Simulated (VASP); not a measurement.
**ZrSe2: relaxation of cell and atoms with PBE+D3(BJ)**

ZrSe2:

```
Zr Se
1.0
     3.79800    0.00000    0.00000
    -1.89900    3.28916    0.00000
     0.00000    0.00000    6.19200
Zr Se
1 2
Direct
  0.00000 0.00000 0.00000
  0.33333 0.66667 0.25000
  0.66667 0.33333 0.75000
```

```json
{
 "Program": "VASP 6.6.1",
 "Task": "relaxation of cell and atoms",
 "Functional": "PBE",
 "Dispersion": "D3(BJ)",
 "Potentials or basis": "VASP PAW PBE potentials, release 64 (Zr_sv, Se)",
 "Cutoff": "600 eV",
 "k mesh": "9 × 9 × 5",
 "Occupations": "gaussian, width 0.03 eV",
 "Spin": "no spin polarisation",
 "Further INCAR settings": "ALGO = Normal; EDIFF = 1e-06; IBRION = 2; EDIFFG = -0.01; NSW = 90; ISIF = 3"
}
```

```json
{
  "Relaxed volume": "24.35 Å³/atom",
  "Relaxed cell": "a = 3.740 Å, b = 3.740 Å, c = 6.028 Å, α = 90.00°, β = 90.00°, γ = 120.00°",
  "Space group after relaxing (to 0.05 Å)": "P-3m1 (No. 164)",
  "Energy gained by relaxing": "11.2 meV/atom",
  "Ionic steps": "15",
  "Pressure after relaxing": "0.0 GPa",
  "Band gap on the k mesh": "0.05 eV, indirect (least direct gap 0.93 eV)",
  "Dispersion energy per atom": "-0.405 eV"
}
```

Stress tensor (GPa, compression positive):
```
-0.05  0.00  0.00
 0.00 -0.05  0.00
 0.00  0.00  0.04
```

Step by step:
```csv
step,energy change (eV),largest force (eV/Å),pressure (GPa),volume (Å³)
1,0.0000,0.3158,-0.45,77.35
2,-0.0147,0.2208,-0.25,76.54
3,-0.0201,0.1203,-0.05,75.74
4,-0.0234,0.0781,-0.26,75.51
5,-0.0293,0.0461,-0.82,74.83
6,-0.0299,0.1058,-1.05,74.51
7,-0.0311,0.0914,-0.91,74.25
8,-0.0332,0.0493,-0.45,73.48
9,-0.0312,0.0363,0.54,71.94
10,-0.0335,0.0243,-0.19,73.08
11,-0.0335,0.0227,-0.19,73.05
12,-0.0334,0.0115,-0.05,72.85
13,-0.0335,0.0212,-0.15,73.02
14,-0.0335,0.0160,-0.12,73.02
15,-0.0337,0.0013,-0.02,73.04
```

Final structure:
```yaml
crystal:
  lattice:
    - [3.74035, 0.00000, 0.00000]
    - [-1.87018, 3.23924, 0.00000]
    - [0.00000, 0.00000, 6.02807]
  atoms:
    - { symbol: Zr, position: [0.00000, 0.00000, 0.00000] }
    - { symbol: Se, position: [0.33333, 0.66667, 0.26500] }
    - { symbol: Se, position: [0.66667, 0.33333, 0.73500] }
```

Levels at points of the mesh, in eV from the valence-band top:
| k point | band 8 | band 9 | band 10 | band 11 | band 12 | band 13 | band 14 | band 15 | band 16 |
| --- | --- | --- | --- | --- | --- | --- | --- | --- | --- |
| (0.00, 0.00, 0.00) | -2.77 | -2.77 | -0.12 | -0.12 | 0.00 | 0.93 | 0.93 | 1.22 | 3.94 |

It took 7.7 min on 2 MPI ranks on Intel(R) Xeon(R) Platinum 8259CL CPU @ 2.50GHz (Skylake/Cascade Lake), on a shared host, peak memory 0.27 GiB a rank.

Caveat: an odd mesh through Γ misses points on the zone boundary, where band edges often lie. A hybrid or GW would open this gap; PBE tends to underestimate it.
